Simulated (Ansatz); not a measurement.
Space group P6_3/mmc (No. 194). a = 4.182 Å, b = 4.182 Å, c = 5.519 Å, α = 90.00°, β = 90.00°, γ = 120.00°
| atom | site | symmetry | x | y | z |
| --- | --- | --- | --- | --- | --- |
| Sb | 2c | -6m2 | 0.3333 | 0.6667 | 0.2500 |
| Pt | 2a | -3m. | 0.0000 | 0.0000 | 0.0000 |

Equation of state of this SbPt structure (not necessarily the ground state), with shape and atoms relaxed at each volume where symmetry leaves them free. It has no gap at any of these volumes. Method: Ansatz, DFT r2SCAN, scalar-relativistic, plane waves, PAW.

Cutoff 500 eV; k points 12×12×8 on the computed 4-atom cell (Γ-centred); Gaussian smearing, width 0.10 eV; no spin polarisation.

| V (Å³/atom) | E − E(largest V) (meV/atom) | P (GPa) |
| --- | --- | --- |
| 18.392 | 92.60 | 24.19 |
| 19.019 | 13.47 | 16.43 |
| 19.645 | -37.67 | 9.91 |
| 20.272 | -65.43 | 4.50 |
| 20.899 | -73.92 | 0.00 |
| 21.526 | -66.28 | -3.76 |
| 22.153 | -45.14 | -6.88 |
| 22.989 | 0.00 | -10.22 |

Problem. Fit a third-order Birch–Murnaghan equation to E(V).

Solution. V0 = 20.90 Å³/atom, B0 = 137 GPa, B0' = 5.1.

Spin-orbit coupling is left out, which matters for the bands of heavy elements.